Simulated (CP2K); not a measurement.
Runs of CP2K 2026.2 on Sb. The structure is trigonal, space group R-3m (No. 166). Conventional cell: a = 4.308 Å, b = 4.308 Å, c = 11.274 Å, α = 90.00°, β = 90.00°, γ = 120.00°. Around Sb (site symmetry 3m) lie 3 Sb at 2.91 Å. 

```csv
level,potentials or basis,smearing,EPS_DEFAULT,NGRIDS,basis sets,potentials,points a segment of the path (NPOINTS),gap on the mesh (eV),pressure (GPa),largest force (eV/Å)
LDA,GTH_POTENTIALS Sb GTH-PADE-q5; TZVP-MOLOPT-PBE-GTH basis,fermi-dirac 0.05 eV,1.0E-9,4,Sb TZVP-MOLOPT-PBE-GTH-q5,Sb GTH-PADE-q5 of GTH_POTENTIALS,10,none,-0.8,(a)
PBEsol,POTENTIAL_UZH Sb GTH-PBE-q5; TZVP-MOLOPT-PBE-GTH basis,fermi-dirac 0.01 eV,1.0E-10,4,Sb TZVP-MOLOPT-PBE-GTH-q5,Sb GTH-PBE-q5 of POTENTIAL_UZH,8,none,2.5,(b)
TB-mBJ,POTENTIAL_UZH Sb GTH-PBE-q5; TZVP-MOLOPT-PBE-GTH basis,fermi-dirac 0.05 eV,1.0E-10,5,Sb TZVP-MOLOPT-PBE-GTH-q5,Sb GTH-PBE-q5 of POTENTIAL_UZH,8,none,-,-
r2SCAN,POTENTIAL_UZH Sb GTH-SCAN-q5; TZVP-MOLOPT-SCAN-GTH basis,fermi-dirac 0.05 eV,1.0E-9,5,Sb TZVP-MOLOPT-SCAN-GTH-q5,Sb GTH-SCAN-q5 of POTENTIAL_UZH,6,none,0.7,0.09
```

Alike in all rows: task band structure; no spin polarisation; cell as given; k mesh 8 × 8 × 8.

Problem. Fill in the values left out.

Solution. (a) 0.03; (b) 0.30.

Caveats: spin-orbit coupling is left out, which moves the levels of the heavy elements; the basis of atomic orbitals isn't converged, which shifts pressures, moduli and gaps; the potentials were made for another functional, which shifts forces and pressure (some runs); this is a model potential without an energy functional, so only levels have meaning (some runs).

A k mesh can miss the band edges, and the runs leave out spin-orbit coupling on Sb.

A gap of «none» marks a metal or a gap under the smearing width.

Runs at the PBE level aren't shown here.
